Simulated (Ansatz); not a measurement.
This ZrSi2O6 structure is the end of a relaxation. The cell was found from a structure generator's guess, not taken from experiment.

Theory: Ansatz, DFT PBE, scalar-relativistic, plane waves, PAW. Cutoff 420 eV, Γ-centred mesh, Gaussian smearing, no spin polarisation.

```cif
data_structure
_symmetry_space_group_name_H-M 'P 1'
_symmetry_Int_Tables_number 1
_cell_length_a 5.6212
_cell_length_b 5.6212
_cell_length_c 6.0403
_cell_angle_alpha 90.000
_cell_angle_beta 90.000
_cell_angle_gamma 124.761
_cell_volume 156.80
loop_
_atom_site_label
_atom_site_type_symbol
_atom_site_fract_x
_atom_site_fract_y
_atom_site_fract_z
_atom_site_occupancy
Zr1 Zr 0.50000 0.50000 0.50000 1
Si1 Si 0.00000 0.50000 0.84476 1
Si2 Si 0.50000 0.00000 0.15524 1
O1 O 0.82337 0.58743 0.68961 1
O2 O 0.22327 0.77673 0.00000 1
O3 O 0.58743 0.82337 0.31039 1
O4 O 0.17663 0.41257 0.68961 1
O5 O 0.77673 0.22327 0.00000 1
O6 O 0.41257 0.17663 0.31039 1
```

Energies over the elements count from the elements' standard structures at the same level (O₂ as a molecule), with no fitted energy shifts.

Problem. Find its symmetry and describe it.

Solution. C222 (No. 21). Conventional cell: a = 5.212 Å, b = 9.961 Å, c = 6.040 Å. Zr has 4 O at 1.96 Å; around Si lie 4 O at 1.63 Å; around O on a site of symmetry 1 lie 1 Si at 1.63 Å and 1 Zr at 1.96 Å; O on a site of symmetry 2 has 2 Si at 1.63 Å.

Problem. What is its formation energy per atom?

Solution. −2.917 eV/atom. Whether it is stable depends on the other phases of the system, which aren't compared here.

Problem. Is it a metal?

Solution. No, the gap on the 6×6×4 mesh is 5.05 eV.

The last run used a 6×6×4 mesh (in the run's order of axes) for its 9-atom cell and Gaussian smearing of 0.02 eV. Kohn–Sham gaps at this level usually fall short of measured ones. A later test with randomly moved atoms led to a structure 7 meV/atom lower, so this end is a saddle point or a shallow minimum.
